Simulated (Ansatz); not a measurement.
Si, space group I4/mmm: an equation of state with a fit, run with Ansatz's Python interface.

`si_eos.py`
```python
import ansatz as az
import numpy as np
from scipy.optimize import curve_fit

vectors0 = np.array([
    [-3.325444, 3.325444, 1.922386],
    [3.325444, -3.325444, 1.922386],
    [3.325444, 3.325444, -1.922386],
])
sites = [
    ('Si', [0.178801, 0.178801, 0.357602]),
    ('Si', [0.821199, 0.821199, 0.642398]),
    ('Si', [0.178801, 0.821199, 0.0]),
    ('Si', [0.821199, 0.178801, 0.0]),
]


def make_crystal(cell):
    crystal = az.Crystal(lattice=az.Lattice.of(cell))
    for symbol, position in sites:
        crystal = crystal.atom(symbol, position)
    return crystal

def vinet(v, e0, v0, b0, b1):
    eta = (v / v0) ** (1 / 3)
    return e0 + 2 * b0 * v0 / (b1 - 1) ** 2 * (2 - (5 + 3 * b1 * (eta - 1) - 3 * eta) * np.exp(-1.5 * (b1 - 1) * (eta - 1)))


def main() -> None:
    volumes, energies, pressures = [], [], []
    for scale in np.linspace(0.92, 1.08, 7):
        cell = vectors0 * scale ** (1 / 3)
        calc = make_crystal(cell).calculation()
        calc = calc.functional('pbe')
        calc = calc.basis(450).occupations('fermi_dirac')
        calc = calc.kpoints(7, 7, 7)
        calc = calc.stress()
        data = calc.run(threads=1).report
        volumes.append(abs(np.linalg.det(cell)) / len(sites))
        energies.append(data['free_energy_ev'] / len(sites))
        pressures.append(np.trace(data['stress_gpa']) / 3)
        print(f'V = {volumes[-1]:8.4f} A^3/atom  F = {energies[-1]:.5f} eV/atom  P = {pressures[-1]:8.3f} GPa')

    guess = (min(energies), volumes[int(np.argmin(energies))], 0.5, 4.5)
    (e0, v0, b0, b1), _ = curve_fit(vinet, np.array(volumes), np.array(energies), p0=guess, maxfev=20000)
    print(f'Vinet fit: V0 = {v0:.4f} A^3/atom, B0 = {160.21766 * b0:.1f} GPa, B1 = {b1:.2f}')
    print('largest residual', round(1000 * float(np.abs(vinet(np.array(volumes), e0, v0, b0, b1) - energies).max()), 3), 'meV/atom')


if __name__ == '__main__':
    main()
```

From its runs, with one value withheld:

| V (Å³/atom) | F less the lowest row shown (meV/atom) |
| --- | --- |
| 19.558 | ? |
| 20.125 | 28.71 |
| 20.692 | 10.04 |
| 21.259 | 0.88 |
| 21.826 | 0.00 |
| 22.393 | 6.33 |
| 22.960 | 18.91 |

What is the missing energy at 19.558 Å³ an atom?

A third-order Birch-Murnaghan fit, E = E0 + (9 V0 B0 / 16) [(t - 1)³ B' + (t - 1)² (6 - 4t)] with t = (V0/V)^(2/3), through the 6 rows shown gives V0 = 21.604 Å³, B0 = 81.7 GPa, B' = 4.30 and E0 = -0.57 meV. At V = 19.558 Å³, t = 1.06858, and the fit extrapolates to 58.35 meV. The run gave 58.28 meV, a miss of 0.07 meV.

Shape and fractional positions are held along the curve, so the bulk modulus is an upper value where they are free to relax. Pressure is positive in compression. This isn't the structure that Si takes at ambient conditions. Wall time of the script: 16 s on 1 thread of Arm Neoverse V2, on a shared host, peak memory 0.45 GiB.
